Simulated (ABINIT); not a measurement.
# TiO2 (C2/c) in ABINIT: band structure with LDA

Aim: the band structure of TiO2 with LDA.

Everything below comes from runs of ABINIT 10.8.3 (patched build). Logs are shortened: lines on timing, memory, paths and dates and some standing lists are left out, and cuts for length are marked. The log counts tension as positive stress, the text compression.

## 1. Starting point

It takes space group C2/c (No. 15, monoclinic). Conventional cell: a = 5.412 Å, b = 5.413 Å, c = 5.472 Å, α = 90.00°, β = 118.77°, γ = 90.00°. Ti (site symmetry 2) has 6 O at 1.93 to 2.00 Å as nearest neighbours. Around O (site symmetry 1) lie 3 Ti at 1.93 to 2.00 Å.

The cell is a database's computed one.

## 2. Band structure, LDA

Input file run.abi:

```
# Datasets: ground state, then fixed potential
ndtset 2

# Pseudopotentials
pp_dirpath "./"
pseudos "Ti.LDA_PW-JTH.xml, O.LDA_PW-JTH.xml"

# Structure
acell 3*1.0 Angstrom
rprim
     2.7060340000    -2.7066550000     0.0000000000
     2.7060340000     2.7066550000     0.0000000000
    -2.6335310000     0.0000000000     4.7966370000
ntypat 2
znucl 22 8
natom 6
typat 1 1 2 2 2 2
xred
     0.8658900000     0.1341100000     0.7500000000
     0.1341100000     0.8658900000     0.2500000000
     0.0887550000     0.3312210000     0.1671490000
     0.9112450000     0.6687790000     0.8328510000
     0.6687790000     0.9112450000     0.3328510000
     0.3312210000     0.0887550000     0.6671490000
chkprim 0
chksymtnons 0
tolsym 1.0e-6

# Plane-wave basis
ecut 23.0
pawecutdg 45.0

# Exchange and correlation
ixc 7

# Bands and occupations
occopt 3
tsmear 0.00183747

# SCF cycle
nstep 100

# Output
iomode 3
prtwf 0
prteig 0
prtebands 0
enunit 1
prtden1 1

# Dataset 1
kptopt1 1
ngkpt1 8 8 6
nshiftk1 1
shiftk1 0.0 0.0 0.0
nband1 29
tolvrs1 1.0e-9

# Dataset 2: bands along G-Y-F-L-I
iscf2 -2
getden2 1
nband2 35
nbdbuf2 4
tolwfr2 1.0e-11
kptopt2 -4
ndivsm2 5
prteig2 1
kptbounds2
     0.0000000000     0.0000000000     0.0000000000
    -0.4612513445    -0.4612513445     0.0808612034
    -0.5021272409    -0.5021272409     0.2526101140
    -0.5000000000    -0.5000000000     0.5000000000
    -0.5794315881    -0.4205684119     0.5000000000
```

Potentials or basis: JTH PAW LDA v2.0.

Run with:

```console
> abinit run.abi > log 2>&1
```

run.abo:

```text
.Version 10.8.3 of ABINIT
 DATASET    1 : space group C2/c (# 15); Bravais mC (1-face-center monocl.)
================================================================================
 Values of the parameters that define the memory need for DATASET  1.
     intxc =       0    ionmov =       0      iscf =      17    lmnmax =      18
     lnmax =       6     mgfft =      48  mpssoang =       3    mqgrid =    3001
     natom =       6  nloc_mem =       2    nspden =       1   nspinor =       1
    nsppol =       1      nsym =       4    n1xccc =       1    ntypat =       2
    occopt =       3   xclevel =       1
       mpw =        2512          nfft =       49152          nkpt =         114
 PAW method is used; the additional fine FFT grid is defined by:
   mgfftf=        64    nfftf =    129600
================================================================================
================================================================================

 DATASET    2 : space group C2/c (# 15); Bravais mC (1-face-center monocl.)
================================================================================
 Values of the parameters that define the memory need for DATASET  2.
     intxc =       0    ionmov =       0      iscf =      -2    lmnmax =      18
     lnmax =       6     mgfft =      48  mpssoang =       3    mqgrid =    3001
     natom =       6  nloc_mem =       2    nspden =       1   nspinor =       1
    nsppol =       1      nsym =       4    n1xccc =       1    ntypat =       2
    occopt =       3   xclevel =       1
       mpw =        2509          nfft =       49152          nkpt =          52
 PAW method is used; the additional fine FFT grid is defined by:
   mgfftf=        64    nfftf =    129600
================================================================================
================================================================================

--------------------------------------------------------------------------------
------------- Echo of variables that govern the present computation ------------
--------------------------------------------------------------------------------
 -outvars: echo values of preprocessed input variables --------
            acell      1.8897261259E+00  1.8897261259E+00  1.8897261259E+00 Bohr
              amu      4.78800000E+01  1.59994000E+01
          chkprim           0
      chksymtnons           0
             ecut      2.30000000E+01 Hartree
           enunit           1
           getden1          0
           getden2          1
             iscf1         17
             iscf2         -2
                       outvar_i_n : Printing only first  50 k-points.
              ixc           7
           jdtset        1    2
                       outvar_i_n : Printing only first  50 k-points.
           kptopt1          1
           kptopt2         -4
         kptrlatt        8    0    0      0    8    0      0    0    6
          kptrlen1     5.78611330E+01
          kptrlen2     3.00000000E+01
            natom           6
            nband1         29
            nband2         35
           nbdbuf1          0
           nbdbuf2          4
           ndtset           2
           ndivsm1          0
           ndivsm2          5
            ngfft          32      32      48
          ngfftdg          45      45      64
             nkpt1        114
             nkpt2         52
            nstep         100
             nsym           4
           ntypat           2
                       prtocc : prtvol=0, do not print more k-points.
           occopt           3
        pawecutdg      4.50000000E+01 Hartree
        prtebands           0
           prteig1          0
           prteig2          1
            prtwf           0
            rprim      2.7060340000E+00 -2.7066550000E+00  0.0000000000E+00
                       2.7060340000E+00  2.7066550000E+00  0.0000000000E+00
                      -2.6335310000E+00  0.0000000000E+00  4.7966370000E+00
           shiftk1     0.00000000E+00  0.00000000E+00  0.00000000E+00
           shiftk2     5.00000000E-01  5.00000000E-01  5.00000000E-01
          spgroup          15
           tolsym      1.00000000E-06
           tolvrs1     1.00000000E-09
           tolvrs2     0.00000000E+00
[... 924 lines left out ...]
 -6.5349E-02 -6.5349E-02 -4.1044E-02 -4.1044E-02 -2.9842E-02 -2.9842E-02
  2.6147E-03  2.6147E-03  3.2211E-02  3.2211E-02  9.9074E-02  9.9074E-02
  2.1729E-01  2.1729E-01  2.3378E-01  2.3378E-01  2.6980E-01  2.6980E-01
  3.2972E-01  3.2972E-01  3.6761E-01  3.6761E-01  5.2052E-01

--- !ResultsGS
iteration_state: {dtset: 2, }
comment   : Summary of ground state results
lattice_vectors:
- [  5.1136631,  -5.1148367,   0.0000000, ]
- [  5.1136631,   5.1148367,   0.0000000, ]
- [ -4.9766523,   0.0000000,   9.0643303, ]
lattice_lengths: [   7.23264,    7.23264,   10.34066, ]
lattice_angles: [109.893, 109.893,  90.013, ] # degrees, (23, 13, 12)
lattice_volume:   4.7416512E+02
convergence: {deltae:  0.000E+00, res2:  0.000E+00, residm:  9.990E-12, diffor:  0.000E+00, }
etotal    :  -1.82418377E+02
entropy   :   0.00000000E+00
fermie    :   1.39633320E-01
cartesian_stress_tensor: null
pressure_GPa: null
xred      :
- [  8.6589E-01,   1.3411E-01,   7.5000E-01, Ti]
- [  1.3411E-01,   8.6589E-01,   2.5000E-01, Ti]
- [  8.8755E-02,   3.3122E-01,   1.6715E-01,  O]
- [  9.1124E-01,   6.6878E-01,   8.3285E-01,  O]
- [  6.6878E-01,   9.1124E-01,   3.3285E-01,  O]
- [  3.3122E-01,   8.8755E-02,   6.6715E-01,  O]
cartesian_forces: null
force_length_stats: {min: null, max: null, mean: null, }
...

 Integrated electronic density in atomic spheres:
 ------------------------------------------------
 Atom  Sphere_radius  Integrated_density
    1        2.30803         10.34176205
    2        2.30803         10.34176205
    3        1.41465          4.56272104
    4        1.41465          4.56272104
    5        1.41465          4.56272104
    6        1.41465          4.56272104

================================================================================

 ----iterations are completed or convergence reached----

 Mean square residual over all n,k,spin=   48.813E-13; max=  99.903E-13
 reduced coordinates (array xred) for    6 atoms
       0.865890000000      0.134110000000      0.750000000000
       0.134110000000      0.865890000000      0.250000000000
       0.088755000000      0.331221000000      0.167149000000
       0.911245000000      0.668779000000      0.832851000000
       0.668779000000      0.911245000000      0.332851000000
       0.331221000000      0.088755000000      0.667149000000

 cartesian coordinates (angstrom) at end:
    1      0.73088575000000    -1.98067599590000     3.59747775000000
    2      2.04765125000000     1.98067599590000     1.19915925000000
    3      0.69627726206500     0.65627181123000     0.80175307791300
    4      2.08225973793500    -0.65627181123000     3.99488392208700
    5      3.39902523793500     0.65627181123000     1.59656542208700
    6     -0.62048823793500    -0.65627181123000     3.20007157791300
 length scales=  1.889726125908  1.889726125908  1.889726125908 bohr
              =  1.000000000000  1.000000000000  1.000000000000 angstroms
 Eigenvalues (   eV  ) for nkpt=  52  k points:
 kpt#   1, nband= 35, wtk=  1.00000, kpt=  0.0000  0.0000  0.0000 (reduced coord)
 -53.06858  -53.01216  -29.83884  -29.61159  -29.61126  -29.54726  -29.54517  -29.46941
 -14.49569  -13.47064  -13.33422  -13.00276   -1.07890   -0.99381   -0.97582   -0.61132
   0.71010    0.72717    0.77339    1.96062    1.99273    2.04087    2.31224    2.31802
   4.72541    5.46759    6.51208    6.52046    6.57543    6.58729    7.61368    7.88580
   7.89383    8.80997    9.93754
 kpt#   2, nband= 35, wtk=  1.00000, kpt= -0.0144 -0.0144  0.0025 (reduced coord)
 -53.06852  -53.01220  -29.83863  -29.61175  -29.61170  -29.54739  -29.54513  -29.46953
 -14.49328  -13.46940  -13.33369  -13.00244   -1.07916   -0.99840   -0.97759   -0.61281
   0.71268    0.72261    0.77753    1.95997    1.98657    2.03446    2.30640    2.31774
   4.73683    5.46860    6.50682    6.50854    6.57098    6.58584    7.62717    7.89681
   7.89854    8.81456    9.94525
 kpt#   3, nband= 35, wtk=  1.00000, kpt= -0.0288 -0.0288  0.0051 (reduced coord)
 -53.06833  -53.01234  -29.83799  -29.61299  -29.61223  -29.54778  -29.54502  -29.46988
 -14.48608  -13.46570  -13.33211  -13.00148   -1.08007   -1.01218   -0.98269   -0.61694
   0.70896    0.71993    0.78990    1.95614    1.96810    2.01873    2.27250    2.33248
   4.77031    5.47155    6.47455    6.49149    6.55856    6.58148    7.66592    7.90598
[... 281 lines left out ...]
   5.93375    5.93375    6.39606    6.39606    7.41176    7.41176    9.03791    9.03791
   9.98583    9.98583   14.27579
 kpt#  51, nband= 35, wtk=  1.00000, kpt= -0.5635 -0.4365  0.5000 (reduced coord)
 -53.03631  -53.03631  -29.79153  -29.79153  -29.65115  -29.65115  -29.50253  -29.50253
 -13.17613  -13.17613  -12.84307  -12.84307   -1.75060   -1.75060   -1.18295   -1.18295
  -0.87053   -0.87053    0.10248    0.10248    0.82573    0.82573    2.71045    2.71045
   5.92455    5.92455    6.38060    6.38060    7.38086    7.38086    9.00751    9.00751
   9.99523    9.99523   14.22496
 kpt#  52, nband= 35, wtk=  1.00000, kpt= -0.5794 -0.4206  0.5000 (reduced coord)
 -53.03640  -53.03640  -29.78945  -29.78945  -29.64978  -29.64978  -29.50308  -29.50308
 -13.19232  -13.19232  -12.85479  -12.85479   -1.77824   -1.77824   -1.11687   -1.11687
  -0.81204   -0.81204    0.07115    0.07115    0.87652    0.87652    2.69593    2.69593
   5.91279    5.91279    6.36161    6.36161    7.34172    7.34172    8.97204    8.97204
  10.00322   10.00322   14.16417

== END DATASET(S) ==============================================================
================================================================================

 -outvars: echo values of variables after computation  --------
            acell      1.8897261259E+00  1.8897261259E+00  1.8897261259E+00 Bohr
           etotal1    -1.8241837726E+02
            fcart1    -3.4104960030E-20 -9.5414054050E-04 -3.6106295532E-19
                       3.4104960030E-20  9.5414054050E-04 -2.7138831196E-19
                       4.5911578563E-04  1.1292226430E-03 -6.5383663675E-03
                      -4.5911578563E-04 -1.1292226430E-03  6.5383663675E-03
                      -4.5911578563E-04  1.1292226430E-03  6.5383663675E-03
                       4.5911578563E-04 -1.1292226430E-03 -6.5383663675E-03
            rprim      2.7060340000E+00 -2.7066550000E+00  0.0000000000E+00
                       2.7060340000E+00  2.7066550000E+00  0.0000000000E+00
                      -2.6335310000E+00  0.0000000000E+00  4.7966370000E+00
           strten1     4.3666628793E-04  4.3760018634E-04  4.2345107198E-04
                       0.0000000000E+00  1.6039694965E-05  0.0000000000E+00
           xangst      7.3088575000E-01 -1.9806759959E+00  3.5974777500E+00
                       2.0476512500E+00  1.9806759959E+00  1.1991592500E+00
                       6.9627726206E-01  6.5627181123E-01  8.0175307791E-01
                       2.0822597379E+00 -6.5627181123E-01  3.9948839221E+00
                       3.3990252379E+00  6.5627181123E-01  1.5965654221E+00
                      -6.2048823794E-01 -6.5627181123E-01  3.2000715779E+00
             xred      8.6589000000E-01  1.3411000000E-01  7.5000000000E-01
                       1.3411000000E-01  8.6589000000E-01  2.5000000000E-01
                       8.8755000000E-02  3.3122100000E-01  1.6714900000E-01
                       9.1124500000E-01  6.6877900000E-01  8.3285100000E-01
                       6.6877900000E-01  9.1124500000E-01  3.3285100000E-01
                       3.3122100000E-01  8.8755000000E-02  6.6714900000E-01
 Calculation completed.
```

Wall time 8.2 min (1 thread of Arm Neoverse V2, shared host); peak memory 0.3 GiB.

Results:

* Free energy: -4963.8569 eV
* Pressure: -12.7 GPa
* Largest force: 0.342 eV/Å
* Band gap on the k mesh: 1.97 eV, indirect (least direct gap 2.31 eV)
* Band gap along the path: 1.97 eV, indirect (least direct gap 2.41 eV)

Forces in eV/Å, atoms in the order of the input:
```
Ti   0.000 -0.049  0.000
Ti   0.000  0.049  0.000
O    0.024  0.058 -0.336
O   -0.024 -0.058  0.336
O   -0.024  0.058  0.336
O    0.024 -0.058 -0.336
```

Stress tensor (GPa, compression positive):
```
-12.85   0.00  -0.47
  0.00 -12.87   0.00
 -0.47   0.00 -12.46
```

Levels at the corners of the path, in eV from the valence-band top:
```tsv
point	band 21	band 22	band 23	band 24	band 25	band 26	band 27	band 28
Γ	-0.76	-0.71	-0.44	-0.43	1.97	2.72	3.76	3.77
Y	-2.01	-1.53	-0.14	-0.05	3.21	3.28	3.42	3.77
F	-1.63	-1.51	-0.25	-0.14	3.29	3.43	3.45	3.57
L	-2.03	-2.03	-0.01	-0.01	3.19	3.19	3.67	3.67
I	-1.87	-1.87	-0.06	-0.06	3.16	3.16	3.61	3.61
```

Caveat: the atomic spheres overlap.
